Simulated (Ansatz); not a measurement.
Ansatz input file:

```yaml
crystal:
  lattice:
    - [0.0, 2.7525368139, 2.7525368139]
    - [2.7525368139, 0.0, 2.7525368139]
    - [2.7525368139, 2.7525368139, 0.0]
  atoms:
    - { symbol: Ga, position: [0.0, 0.0, 0.0] }
    - { symbol: P, position: [0.25, 0.25, 0.25] }
basis:
  ecutwfc: 420
kpoints:
  mp_grid: { grid: [6, 6, 6] }
  band_path:
    path:
      - [[0.0, 0.0, 0.0], [-0.5, -0.5, 0.0], [-0.375, -0.375, 0.25]]
      - [[-0.375, 0.0, 0.375], [0.0, 0.0, 0.0], [0.0, 0.0, 0.5], [-0.5, -0.25, 0.25], [-0.5, -0.5, 0.0]]
    npoints: 4
hamiltonian:
  xc: pbe0
scf:
  occupations: { method: gaussian, width: 0.02 }
output:
  forces: true
  stress: true
  eigenvalues: true
  populations: true
  dos: { projected: true, de: 0.02 }
  bader: false
```

Run as
```bash
ansatz run input.yaml --threads 2 --pin off --max-ram 5120MiB --backend cpu --events-out ev --progress --plain --runs-dir out
```

Level of theory: DFT PBE0, scalar-relativistic, plane waves, PAW (Ansatz 0.2.0).

Part of what the program printed, abridged:

```
Warning: output.stress: scf.convergence.dr2_threshold = 1e-7 eV (the SCF's general default) is looser than the 2e-10 eV advised for a printed stress (1e-10 eV for each atom of the cell: 2). ...
Warning: output.stress: scf.exx.energy_threshold = 1e-6 eV is looser than the 2e-8 eV advised for a stress under a hybrid functional (1e-8 eV for each atom of the cell: 2). ...
Pseudopotentials: kind: paw
Pseudopotential: Ga, paw, valence charge 13, recommended cutoff 420 eV (normal)
Pseudopotential: P, paw, valence charge 5, recommended cutoff 420 eV (normal)
Functional definition: PBE0
Crystal: 2 atoms, lattice volume = 41.709 Å³
Basis set: ecut = 420 eV, 869 PW (Γ), exchange–correlation on 54×54×54 points (8 copies of the dense FFT grid, shifted against one another)
Bands: 13, of which v1, the nominal top of the filled ones, is band 9 counted from 1 (8 counted from 0)
Symmetry: 24 space group operations
Space group: F-43m (ITA 216), of the structure as read, at distance tolerance 3.5e-5 Å
k-points: 16 of 216 (time reversal used)
Initial density: superposition of atomic densities (neutral atoms: chi_scale 0, normalization atom), corrected by the library's trained network
Initial wavefunctions: pseudopotential atomic-orbital guess
Functional: x = pbe(κ = 0.804, μ = 0.21951497), c = pbe(β = 0.06672455), warm-up for x = 0.75 pbe(κ = 0.804, μ = 0.21951497) + 0.25 exact, c = pbe(β = 0.06672455)
SCF iter   1: F=—  HF=-4539.542603 eV  |F-HF|=—  |Δ(HF+E_count)|=         —  Δρ=1.33e-3  dr2=1.30e-3  ethr=1.77e-3  ⟨swp⟩=6.8  Hψ=886  notcnv=0
SCF iter   2: F=-4539.542734 eV  HF=-4539.542725 eV  |F-HF|=9.35e-6  |Δ(HF+E_count)|=   1.22e-4  Δρ=4.59e-4  dr2=1.21e-4  ethr=6.67e-7  ⟨swp⟩=2.7  Hψ=1015  notcnv=0
SCF 1 stopped early in 2 iterations: F = -4539.542734 eV  dr2 = 1.21e-4
Initial density: handed on by an earlier stage of this run
Initial wavefunctions: those handed on with the density
Functional: x = 0.75 pbe(κ = 0.804, μ = 0.21951497) + 0.25 exact, c = pbe(β = 0.06672455)
Frozen-core exchange: fock
SCF iter   1: F=—  HF=-4540.812030 eV  |F-HF|=—  |Δ(HF+E_count)|=         —  Δρ=1.20e-2  dr2=2.34e-2  ethr=6.72e-6  ⟨swp⟩=5.7  Hψ=981  notcnv=0
SCF iter   2: F=—  HF=-4540.801267 eV  |F-HF|=—  |Δ(HF+E_count)|=   1.08e-2  Δρ=2.62e-3  dr2=2.94e-3  ethr=6.72e-6  ⟨swp⟩=4.0  Hψ=725  notcnv=0
SCF iter   3: F=—  HF=-4540.810894 eV  |F-HF|=—  |Δ(HF+E_count)|=   9.63e-3  Δρ=3.29e-3  dr2=1.72e-3  ethr=6.72e-6  ⟨swp⟩=4.0  Hψ=708  notcnv=0
SCF iter   4: F=—  HF=-4540.810663 eV  |F-HF|=—  |Δ(HF+E_count)|=   2.31e-4  Δρ=1.19e-3  dr2=2.26e-4  ethr=6.72e-6  ⟨swp⟩=2.0  Hψ=354  notcnv=0
SCF iter   5: F=—  HF=-4540.810952 eV  |F-HF|=—  |Δ(HF+E_count)|=   2.90e-4  Δρ=2.35e-4  dr2=1.59e-5  ethr=1.08e-6  ⟨swp⟩=3.3  Hψ=406  notcnv=0  defer=2
SCF iter   6: F=-4540.810948 eV  HF=-4540.810948 eV  |F-HF|=3.31e-7  |Δ(HF+E_count)|=   4.16e-6  Δρ=4.10e-5  dr2=4.86e-6  ethr=6.34e-8  ⟨swp⟩=3.9  Hψ=526  notcnv=0
SCF 2 stopped early in 6 iterations: F = -4540.810948 eV  dr2 = 4.86e-6
hybrid outer 1: dexx = +1.157e-2 eV, tail = 2.76e-5 eV
Frozen-core exchange: fock
SCF iter   1: F=—  HF=-4540.810848 eV  |F-HF|=—  |Δ(HF+E_count)|=         —  Δρ=4.62e-5  dr2=8.89e-7  ethr=7.66e-7  ⟨swp⟩=4.0  Hψ=496  notcnv=0
SCF iter   2: F=—  HF=-4540.810849 eV  |F-HF|=—  |Δ(HF+E_count)|=   1.07e-6  Δρ=3.32e-5  dr2=3.88e-7  ethr=4.10e-9  ⟨swp⟩=4.1  Hψ=534  notcnv=0
SCF iter   3: F=—  HF=-4540.810849 eV  |F-HF|=—  |Δ(HF+E_count)|=   1.10e-7  Δρ=1.44e-5  dr2=5.62e-8  ethr=1.92e-9  ⟨swp⟩=2.0  Hψ=356  notcnv=0
SCF iter   4: F=-4540.810849 eV  HF=-4540.810849 eV  |F-HF|=7.50e-10  |Δ(HF+E_count)|=   1.15e-8  Δρ=3.08e-6  dr2=7.86e-9  ethr=2.77e-10  ⟨swp⟩=2.8  Hψ=411  notcnv=0
SCF 3 converged in 4 iterations: F = -4540.810849 eV  dr2 = 7.86e-9
  Residual-converged pass: ⟨swp⟩=3.6  Hψ=510  notcnv=0  max |occ|·‖R‖ = 2.4e-6 eV (tolerance 2.4e-6 eV) dr2=7.82e-9  dr2_onsite=3.41e-10  max |Δocc| = 0.0e0
hybrid outer 2: dexx = +9.582e-7 eV, tail = 3.51e-8 eV, Δε = 3.06e-3 eV (about 1.28e-4 eV left of the loop's levels)
hybrid SCF converged: 2 outer / 10 inner (+2 warm-up), last move |dexx| = 9.58e-7 eV, tail = 3.51e-8 eV
Stability not checked: this state was not tested for a lower state beside it, because the functional holds exact exchange (a hybrid, or Hartree-Fock), whose exchange loop this test does not read (fock_operator; see scf.lower_state_search)
Free energy (F): -4540.810849 eV
Frozen-core exchange: fock
Harris-Foulkes:  -4540.810849 eV  (|F-HF|=7.50e-10)
Internal energy: -4540.810849 eV  (E = F + TS)
E sigma→0 (E₀):  -4540.810849 eV
Fermi energy:    7.451978 eV
--- Per-component energies (eV) ---
  E_band       = -108.525502
  E_kinetic    = 184.452773
  E_local      = -2223.922188  (includes V_loc(G=0)·N_el)
  E_nonlocal   = 460.345927
  E_hartree    = 1030.006080
  E_xc         = -100.305002
  E_vxc        = -91.421236  (∫ρ·V_xc dr)
  E_exx        = -63.610580  (= α·E_x^exact, valence–valence)
  E_paw        = -2528.135567  (= ΣΔE_a)
  E_vpaw       = -370.771176  (= ΣTr[D̂ρ^β])
  E_aug_tail   = -0.000088  (compensation charges beyond the density's cutoff)
  E_ewald      = -1299.632257
  E_core_change = -0.009945  (= ΣΔE_core)
  E_smearing   =  0.000000  (= −TS)
--- Forces (eV/Å), atoms counted from 1 ---
  atom   1  Ga     0.00000000     0.00000000     0.00000000
  atom   2  P      0.00000000     0.00000000     0.00000000
--- Stress (GPa, compression-positive) ---
       -2.069559       0.000000       0.000000
        0.000000      -2.069559       0.000000
        0.000000       0.000000      -2.069559
  P = ⅓ Tr σ = -2.0696 GPa (-20.696 kbar)
--- Band table (eV; the first three rows and the last of 16) ---
  k-point 0: bands = ["-11.2111", "-11.2111", "-11.2111", "-11.1181", "-11.1181", "-7.7012", "5.9454", "5.9454", "5.9454", "9.1140", "11.3990", "11.3990", "11.3990"]
  k-point 1: bands = ["-11.2237", "-11.2045", "-11.2045", "-11.1180", "-11.1180", "-7.3332", "3.4159", "5.5631", "5.5631", "9.7827", "11.9753", "11.9753", "12.4983"]
  k-point 2: bands = ["-11.2485", "-11.1937", "-11.1937", "-11.1158", "-11.1158", "-6.3494", "0.3174", "4.9870", "4.9870", "9.2454", "12.3668", "12.3668", "15.1963"]
  k-point 15: bands = ["-11.2811", "-11.1732", "-11.1598", "-11.1353", "-11.1079", "-4.5678", "-1.1642", "2.3462", "2.4981", "10.8643", "11.1394", "15.2299", "15.2316"]
--- Löwdin populations: 2 sites ---
  site symbol q [e]
     0     Ga     12.8964
     1      P      5.0542
  spilling = 0.002748 (of n_electrons = 18.000000)
```

The calculation finished and met its thresholds.

Time: 4.6 min on 2 threads of Arm Neoverse V1, with other jobs on the host, peak memory 1.2 GiB.